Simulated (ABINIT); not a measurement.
A run of ABINIT 10.8.3 (patched build) is set up as follows.

run.abi

```
# Pseudopotentials
pp_dirpath "./"
pseudos "Cu.GGA_PBE-JTH.xml"

# Structure
acell 3*1.0
rprim
     0.0000000000     5.2544779758     5.2544779758
     5.2544779758     0.0000000000     5.2544779758
     5.2544779758     5.2544779758     0.0000000000
ntypat 1
znucl 29
natom 3
typat 1 1 1
xcart
     1.3943457252     1.3645326681     1.3687757874
     4.1764055638     4.1844385728     4.1377837244
     2.8065342398     2.7422757292     2.8447306551 Angstrom
chkprim 0
chksymtnons 0
tolsym 1.0e-6

# Plane-wave basis
ecut 707.496042 eV
pawecutdg 48.0
pawxcdev 0

# k points
kptopt 1
ngkpt 8 8 8
nshiftk 1
shiftk 0.0 0.0 0.0

# Exchange and correlation
ixc 11

# Bands and occupations
nband 35
occopt 3
tsmear 0.05 eV

# SCF cycle
nstep 100
tolvrs 1.0e-9

# Output
iomode 3
prtwf 0
prtden 0
prteig 0
prtebands 0
enunit 1
```

Potentials or basis: JTH PAW PBE v2.0.

Command:

```console
$ abinit run.abi > log 2>&1
```

Task: What does it give for the pressure?

Result: 0.5 GPa.

Task: What does it give for the largest force?

Result: 0.849 eV/Å.

Forces in eV/Å, atoms in the order of the input:
```
Cu   0.119 -0.068  0.373
Cu   0.006 -0.221  0.416
Cu  -0.125  0.288 -0.789
```
